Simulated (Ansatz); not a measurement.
Crystal: Sr.

```
Sr
1.0
    -3.70636    3.70636    2.02088
     3.70636   -3.70636    2.02088
     3.70636    3.70636   -2.02088
Sr
2
Direct
  0.00000 0.00000 0.00000
  0.75000 0.25000 0.50000
```

This isn't the form of Sr at room conditions, which is fcc.

| Quantity | Value |
| --- | --- |
| Program | Ansatz 0.2.0 |
| Task | relaxation of cell and atoms |
| Functional | BLYP |
| Dispersion | D4 |
| Potentials or basis | all-electron LAPW, scalar-relativistic |
| Basis error allowed | 0.001 eV/atom |
| k mesh | 8 × 8 × 8 |
| Occupations | methfessel-paxton, width 0.1 eV |
| Spin | no spin polarisation |

At the start: volume 55.52 Å³/atom.

Question: Where does the relaxation end?

Answer: Over 5 steps the energy falls by 5.8 meV/atom and the volume is 52.38 Å³/atom (-5.7 %); space group I4_1/amd (No. 141, to 0.05 Å).

The path:
| step | energy change (eV) | largest force (eV/Å) | volume (Å³) |
| --- | --- | --- | --- |
| 1 | 0.0000 | 0.0000 | 111.04 |
| 2 | -0.0051 | 0.0000 | 109.53 |
| 3 | -0.0114 | 0.0000 | 104.38 |
| 4 | -0.0116 | 0.0000 | 104.76 |
| 5 | -0.0116 | 0.0000 | 104.76 |

Final structure:
```xyz
2
Lattice="-3.6581 3.6581 1.9571 3.6581 -3.6581 1.9571 3.6581 3.6581 -1.9571" Properties=species:S:1:pos:R:3 pbc="T T T"
Sr    0.0000    0.0000    0.0000
Sr    0.0000    3.6581    0.9785
```
